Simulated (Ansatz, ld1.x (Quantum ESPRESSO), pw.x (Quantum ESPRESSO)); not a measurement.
nitrogen (N): does the TM potential hold in the solid?

```
Element                 : nitrogen
Generator               : ld1.x (Quantum ESPRESSO) 7.5
Type                    : norm-conserving Troullier–Martins (Kleinman–Bylander form)
Functional              : PBE
Relativity              : scalar-relativistic
Frozen core             : [He]
Valence charge          : 5
Reference configuration : 2s2 2p3
Partial waves           : 2p (bound): rc 2.45 bohr; 3d channel at 0.15 Ry: rc 2.25 bohr; 2s (bound): rc 0.90 bohr
Local potential         : the s channel
Core correction         : a·sin(br)/r model core inside 0.60 bohr
```

Crystal test: bcc N in pw.x 7.5, no spin, 18³ k-points, Fermi–Dirac smearing 0.01 Ry, cutoffs 170/680 Ry. The reference is all-electron LAPW (Ansatz 0.2.0) with the same functional, mesh and smearing; V0 and B0 come from Birch–Murnaghan fits to the pressures at five volumes. Errors are pseudo minus all-electron; Δ is the rms difference of the E(V) curves that follow from these fits, minima aligned, over ±6 % about the mean V0. Mesh and smearing are coarse, so the numbers serve the comparison and aren't converged zero-temperature values; the lattice is a test structure that the element need not adopt. Spin polarisation is left out.

All-electron: a0 = 2.438 Å (V0 = 7.24 Å³/atom), B0 = 184.8 GPa.

How far does the potential miss the all-electron equation of state?

mean pressure error (GPa): +5.23; a0 (Å): 2.461; a0 error (%): +0.94; B0 error (%): -4.7; Δ (meV/atom): 8.1. The largest radius (2.45 bohr) exceeds half the bond length (2.00 bohr), so the spheres overlap, which is one possible source of error among others. This is a poor potential for the solid. Atomic configuration tests: 1 of 7 tests not solved or not reliable.

| V (Å³/atom) | P all-electron (GPa) | P pseudo (GPa) |
| --- | --- | --- |
| 6.885 | 10.40 | 16.26 |
| 7.066 | 4.82 | 10.34 |
| 7.247 | -0.09 | 5.12 |
| 7.428 | -4.43 | 0.50 |
| 7.609 | -8.24 | -3.59 |

At the middle volume, how do free energy and pressure move when the wave cutoff is lowered (ecutrho kept at four times it)?

| cutoff (Ry) | shift of F (meV/atom) | shift of P (GPa) |
| --- | --- | --- |
| 76 | +74.3 | +0.13 |
| 102 | +48.2 | -2.23 |
| 136 | +8.9 | -1.09 |

Input at the middle volume:

```
&control
  calculation='scf', prefix='x', pseudo_dir='./', outdir='./tmp', tstress=.true., disk_io='low'
/
&system
  ibrav=0, nat=1, ntyp=1, ecutwfc=170, ecutrho=680, nbnd=9,
  occupations='smearing', smearing='fd', degauss=0.01
/
&electrons
  conv_thr=1e-09, mixing_beta=0.4, electron_maxstep=70
/
ATOMIC_SPECIES
N 1.0 N.UPF
CELL_PARAMETERS angstrom
  -1.21908154 1.21908154 1.21908154
  1.21908154 -1.21908154 1.21908154
  1.21908154 1.21908154 -1.21908154
ATOMIC_POSITIONS crystal
N 0.0000 0.0000 0.0000
K_POINTS automatic
18 18 18 0 0 0
```

```bash
pw.x < N.scf.in > N.scf.out
```

Lines of the output:

```
Message from routine setup:
     using ibrav=0 with symmetry is DISCOURAGED, use correct ibrav instead
     lattice parameter (alat)  =       3.9902  a.u.
     unit-cell volume          =      48.9052 (a.u.)^3
     number of electrons       =         5.00
     number of Kohn-Sham states=            9
     kinetic-energy cutoff     =     170.0000  Ry
     charge density cutoff     =     680.0000  Ry
     scf convergence threshold =      1.0E-09
     Exchange-correlation= PBE
     number of k points=   195  Fermi-Dirac smearing, width (Ry)=  0.0100
     iteration #  1     ecut=   170.00 Ry     beta= 0.40
     c_bands:  1 eigenvalues not converged
     total energy              =     -19.40001828 Ry
     estimated scf accuracy    <       0.00024132 Ry
     iteration #  2     ecut=   170.00 Ry     beta= 0.40
     total energy              =     -19.40012315 Ry
     estimated scf accuracy    <       0.00009295 Ry
     iteration #  3     ecut=   170.00 Ry     beta= 0.40
     total energy              =     -19.40013141 Ry
     estimated scf accuracy    <       0.00000032 Ry
     iteration #  4     ecut=   170.00 Ry     beta= 0.40
     total energy              =     -19.40013147 Ry
     estimated scf accuracy    <          8.1E-09 Ry
     iteration #  5     ecut=   170.00 Ry     beta= 0.40
     the Fermi energy is     9.2430 ev
!    total energy              =     -19.40013147 Ry
     estimated scf accuracy    <          3.0E-10 Ry
     smearing contrib. (-TS)   =      -0.00252379 Ry
     The total energy is F=E-TS. E is the sum of the following terms:
     one-electron contribution =       3.97184409 Ry
     hartree contribution      =       1.35615713 Ry
     xc contribution           =      -4.97919179 Ry
     ewald contribution        =     -19.74641711 Ry
     convergence has been achieved in   5 iterations
          total   stress  (Ry/bohr**3)                   (kbar)     P=       51.23
```

The run at the middle volume (195 k-points, 5 iterations) took about 26 s on one core of a shared host (Neoverse-V2, 96 threads, 742 GiB, load 46).
